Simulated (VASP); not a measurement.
HfO2:

```
Hf O
1.0
     4.81353    0.00000    0.00000
     0.00000    4.81353    0.00000
     0.00000    0.00000    3.20542
Hf O
2 4
Direct
  0.50000 0.50000 0.50000
  0.00000 0.00000 0.00000
  0.80504 0.19496 0.50000
  0.69496 0.69496 0.00000
  0.30504 0.30504 0.00000
  0.19496 0.80504 0.50000
```

Measurements of this composition are mostly on another form, of space group No. 14.

* Program: VASP 6.6.1
* Task: relaxation of cell and atoms
* Functional: vdW-DF2
* Potentials or basis: VASP PAW PBE potentials, release 64 (Hf_pv, O)
* Cutoff: 600 eV
* k mesh: 6 × 6 × 8
* Occupations: fermi-dirac, width 0.05 eV
* Spin: no spin polarisation

At the start: pressure 15.2 GPa; volume 12.38 Å³/atom.

Problem. How do energy, volume and symmetry change on relaxing?

Solution. Over 9 steps the energy falls by 37.0 meV/atom and the volume is 13.21 Å³/atom (+6.7 %); space group P4_2/mnm (No. 136, to 0.05 Å).

The path:
| step | energy change (eV) | largest force (eV/Å) | pressure (GPa) | volume (Å³) |
| --- | --- | --- | --- | --- |
| 1 | 0.0000 | 0.1997 | 15.19 | 74.27 |
| 2 | 0.2939 | 0.3974 | -17.02 | 87.61 |
| 3 | -0.2187 | 0.1149 | -0.25 | 79.22 |
| 4 | -0.2189 | 0.1080 | 0.10 | 79.08 |
| 5 | -0.2189 | 0.1030 | 0.37 | 78.98 |
| 6 | -0.2217 | 0.0124 | 0.22 | 79.17 |
| 7 | -0.2217 | 0.0108 | 0.21 | 79.16 |
| 8 | -0.2217 | 0.0038 | -0.23 | 79.34 |
| 9 | -0.2218 | 0.0039 | -0.01 | 79.24 |

Final structure:
```xyz
6
Lattice="4.9206 0.0000 0.0000 0.0000 4.9206 0.0000 0.0000 0.0000 3.2728" Properties=species:S:1:pos:R:3 pbc="T T T"
Hf    2.4603    2.4603    1.6364
Hf    0.0000    0.0000    0.0000
O     3.9615    0.9591    1.6364
O     3.4194    3.4194    0.0000
O     1.5012    1.5012    0.0000
O     0.9591    3.9615    1.6364
```

Caveat: the PAW data sets were made with another functional, which shifts forces and pressure a little.
